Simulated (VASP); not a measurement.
Set up this calculation in VASP 6.6.1, as the native input.

```yaml
Task: single point
Functional: r2SCAN
Potentials_or_basis: VASP PAW PBE potentials, release 64 (B, As)
Cutoff: 520 eV
k_mesh: 6 × 6 × 6
Occupations: fermi-dirac, width 0.02 eV
Spin: no spin polarisation
Dipole_correction: no
Further_INCAR_settings: ALGO = Normal; EDIFF = 1e-06; NBANDS = 11
```

BAs:

```xyz
2
Lattice="2.9252 0.0000 0.0000 0.0000 2.9252 0.0000 0.0000 0.0000 2.9252" Properties=species:S:1:pos:R:3 pbc="T T T"
B     0.0000    0.0000    0.0000
As    1.4626    1.4626    1.4626
```

The cell was built by a generator and needn't be a form met in nature.

One way to write it, as run:

POSCAR

```
BAs
1.0
    2.9251576732      0.0000000000      0.0000000000
    0.0000000000      2.9251576732      0.0000000000
    0.0000000000      0.0000000000      2.9251576732
B As
1 1
Direct
    0.0000000000      0.0000000000      0.0000000000
    0.5000000000      0.5000000000      0.5000000000
```

INCAR.step1

```
PREC = Accurate ; ENCUT = 520
ISMEAR = -1 ; SIGMA = 0.02
LREAL = False ; LASPH = True
NELM = 100 ; NBANDS = 11
GGA = PE ; ALGO = Normal
EDIFF = 1E-4 ; LWAVE = True
LCHARG = False
```

INCAR.step2

```
PREC = Accurate ; ENCUT = 520
EDIFF = 1E-6 ; ISMEAR = -1
SIGMA = 0.02 ; LREAL = False
LASPH = True ; NELM = 100
ALGO = Normal ; ISIF = 2
LWAVE = False ; LCHARG = False
METAGGA = R2SCAN ; LMIXTAU = True
NBANDS = 11 ; ISTART = 1
```

KPOINTS

```
Automatic mesh
0
Gamma
  6 6 6
```

Potentials or basis: VASP PAW PBE potentials, release 64 (B, As).

Command:

```console
$ cat potpaw_PBE.64/B/POTCAR potpaw_PBE.64/As/POTCAR > POTCAR
$ cp INCAR.step1 INCAR
$ mpirun -np 1 vasp_std > vasp.out
$ cp INCAR.step2 INCAR
$ mpirun -np 1 vasp_std > vasp.out
```

It gave:

```
Pressure               : 2.0 GPa
Band gap on the k mesh : none (metal or under the smearing width)
```

Caveat: the PAW data sets were made with another functional, which shifts forces and pressure a little.

Wall time 22 s on 1 thread of Intel(R) Xeon(R) Platinum 8488C (Sapphire Rapids) (shared host), peak memory 0.14 GiB.
